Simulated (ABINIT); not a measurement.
The system is CuO.

```xyz
2
Lattice="2.8363 0.0000 0.0000 -1.4182 2.4563 0.0000 0.0000 0.0000 2.7681" Properties=species:S:1:pos:R:3 pbc="T T T"
Cu    0.0000    0.0000    0.0000
O     1.4182    0.8188    1.3841
```

Measurements of this composition are mostly on another form, of space group No. 15.

- Program: ABINIT 10.8.3 (patched build)
- Task: single point
- Functional: PBE
- Potentials or basis: JTH PAW PBE v2.0
- Cutoff: 707 eV
- k mesh: 11 × 11 × 10
- Occupations: fermi-dirac, width 0.05 eV
- Spin: no spin polarisation

On this cell: pressure -0.8 GPa; largest force under 0.003 eV/Å; band gap on the k mesh none (metal or under the smearing width).

The same run follows on a disturbed copy (atoms moved at random, drawn with an rms of 0.05 Å):

```
Cu O
1.0
     2.83633    0.00000    0.00000
    -1.41816    2.45633    0.00000
     0.00000    0.00000    2.76811
Cu O
1 1
Direct
  0.01187 0.00460 0.98089
  0.64528 0.32784 0.50761
```

Problem. What does the disturbed cell give?

Solution. The energy (extrapolated to zero smearing) moves by +3.0 meV/atom; pressure 0.1 GPa; largest force 0.284 eV/Å; band gap on the k mesh none (metal or under the smearing width).

Forces on the atoms (eV/Å):
```
Cu   0.048 -0.028  0.279
O   -0.048  0.028 -0.279
```

Stress tensor (GPa, compression positive):
```
 3.68 -0.36 -0.78
-0.36  3.30 -0.29
-0.78 -0.29 -6.64
```

Caveats: an odd number of electrons without spin polarisation forces a metal; a magnetic or distorted state may lie lower; the run has no spin polarisation, though such a crystal can be magnetic; semilocal functionals often make such compounds metallic where correlation or magnetic order opens a gap, which also shifts bond lengths.
